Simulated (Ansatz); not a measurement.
## Stationary points along a deformation path in KBr

Method: DFT PBEsol, scalar-relativistic, plane waves, PAW in Ansatz 0.2.0. Cutoff 420 eV, Γ-centred 8×8×8 k-points, Gaussian smearing of 0.05 eV. No spin polarisation. Energies are free energies at this smearing, counted from the undisturbed cell; pressure is positive in compression.

Zero of the scan (as given, not relaxed at this level; it stands at -0.2 GPa):

```yaml
crystal:
  lattice:
    - [0.00000, 3.29250, 3.29250]
    - [3.29250, 0.00000, 3.29250]
    - [3.29250, 3.29250, 0.00000]
  atoms:
    - { symbol: K, position: [0.00000, 0.00000, 0.00000] }
    - { symbol: Br, position: [0.50000, 0.50000, 0.50000] }
```

At fixed volume and fractional coordinates, lengths along (0.577, 0.577, 0.577) are scaled against those across it; ρ is that ratio over its starting value. V = 35.693 Å³/atom. Δσ is the stress along the axis less the mean stress across it (compression positive).

| ρ | ΔE (meV/atom) | Δσ (GPa) | space group |
| --- | --- | --- | --- |
| 0.500 | 85.9 | 0.00 | Pm-3m |
| 0.600 | 78.5 | 0.70 | R-3m |
| 0.710 | 51.7 | 1.35 | R-3m |
| 0.850 | 15.9 | 1.15 | R-3m |
| 0.930 | 3.6 | 0.64 | R-3m |
| 1.000 | 0.0 | 0.00 | Fm-3m |
| 1.080 | 5.0 | -0.92 | R-3m |
| 1.200 | 32.3 | -2.68 | R-3m |
| 1.410 | 141.4 | -6.73 | R-3m |
| 1.700 | 420.1 | -13.73 | R-3m |
| 2.000 | 838.8 | -20.64 | R-3m |

Problem. How does the stress give the slope of the energy, and where is the energy stationary?

Solution. Along the path d ln(length) is 2/3 d ln ρ on the axis and −1/3 d ln ρ across it, so dE/d ln ρ = −(2/3) V Δσ: the energy falls with ρ where Δσ is positive. Δσ vanishes or changes sign at ρ = 0.500 (Pm-3m, an end of the scan), at 85.9 meV/atom; at ρ = 1.000 (Fm-3m), a minimum at 0.0 meV/atom. Pairs of stationary points between two samples would go unseen, and could change a minimum read from distant neighbours into a maximum. At ρ = 0.500, 1.000 the cell is cubic, where symmetry alone makes the stress isotropic and the slope zero.

Problem. Which shear constant sets the curvature at ρ = 1?

Solution. For a cubic crystal E/V = (2/3) C (ln ρ)² with C = C44, so Δσ = −2C ln ρ. The parabola of Δσ against ln ρ through ρ = 0.930, 1 and 1.080 gives C ≈ 5.2 GPa with the ions clamped, rough because the steps are large.

The gap closes along the scan, which can put kinks into the curve.